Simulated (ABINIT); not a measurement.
Planning a run of ABINIT 10.8.3 on CdS (Greenockite). The input:

```
acell 3*1.0 Angstrom
rprim 
  4.149999999997 0.000000000001 0.000000000000
  -2.074999999999 3.594005425702 0.000000000000
  0.000000000000 0.000000000000 6.737000000000
ntypat 2
znucl 48 16
natom 4
typat 1 1 2 2
xred 
  0.333333333333 0.666666666667 0.000000000000
  0.666666666667 0.333333333333 0.500000000000
  0.333333333333 0.666666666667 0.375000000000
  0.666666666667 0.333333333333 0.875000000000
pp_dirpath "pseudos"
pseudos "Cd.upf, S.upf"
ecut 47
ngkpt 6 6 4
nshiftk 1
shiftk 0.11 0.21 0.31
kptopt 3
chksymbreak 0
istwfk *1
occopt 1
irdwfk 1
optdriver 99
bs_calctype 1
mbpt_sciss 0.830 eV
bs_loband 21
nband 31
bs_exchange_term 1
bs_coulomb_term 21
bs_coupling 0
bs_algorithm 2
bs_freq_mesh 0 8 0.05 eV
zcut 0.15 eV
ecuteps 3
ecutwfn 23.5
inclvkb 2
mdf_epsinf 13.89
irdden 1
bs_haydock_niter 300
bs_haydock_tol -0.02 0
indata_prefix "in"
outdata_prefix "out"
tmpdata_prefix "tmp"
```

The database entry behind the starting cell differs from later determinations by our own check (about 0.35 % long), so it need not match the best structure at ambient conditions.

```sh
OMP_NUM_THREADS=1 mpirun -n 4 abinit run.abi > log
```

Q: How long will it take on 4 MPI ranks of Intel Xeon 6975P-C (Granite Rapids), shared host, and how much memory?

It took 9.2 min; on shared hardware allow 4.6 min to 18 min. Peak host memory was 5.7 GiB.

The kernel grows as the square of the matrix size, and full diagonalisation as its cube.

[Paths, hosts, dates, memory and timing lines, banners, echoed tables and standing remarks are left out of the program output.]

[Logs are printed without paths, hosts, clocks, repeated set-up lines and the standing remarks that a program may print on its own settings, such as how far it seeks lower states.]

[Runs of the session that timed out or met a known fault of the program may be left out.]

[Hosts, paths, dates, database ids (printed as entryN), source tags and the programs' standing remarks are cut or masked in the printed files.]

[G0W0 gaps are taken among the corrected bands and points alone; a level outside them can change the order at an edge.]

[Where Ansatz stands beside ABINIT at settings called matched, ABINIT's density can come from a denser mesh and the files from another edition; pairs whose starting gaps differed by over 0.03 eV were left out, so agreement reads better than it is.]
